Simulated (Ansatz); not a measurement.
## All-electron card of Ga

```xyz
1
Lattice="2.7173 0.0000 0.0000 0.0000 2.7173 0.0000 0.0000 0.0000 2.7173" Properties=species:S:1:pos:R:3 pbc="T T T"
Ga    0.0000    0.0000    0.0000
```

The structure comes from a relaxation in the same program, started in the sc type, and has space group Pm-3m. Whether it is a known phase or the ground state wasn't checked.

Computed with Ansatz 0.2.0, DFT, PBE, all-electron LAPW, scalar-relativistic.

Settings: a Γ-centred 16×16×16 k mesh, Fermi–Dirac smearing of 0.08 eV, basis error target 0.5 meV/atom, no spin polarisation.

```json
{"Pressure at this cell": "0.03 GPa", "Volume per atom": "20.06 Å³"}
```

Q: Give the computed value. Density of states at the Fermi level (0.2 eV bin).

A: 0.48 states/eV per cell.

Q: Band gap: what does the calculation give?

A: none: with an odd electron count and no spin polarisation the bands can't all be full, a metal in this set-up (spin order or a larger cell could open a gap).
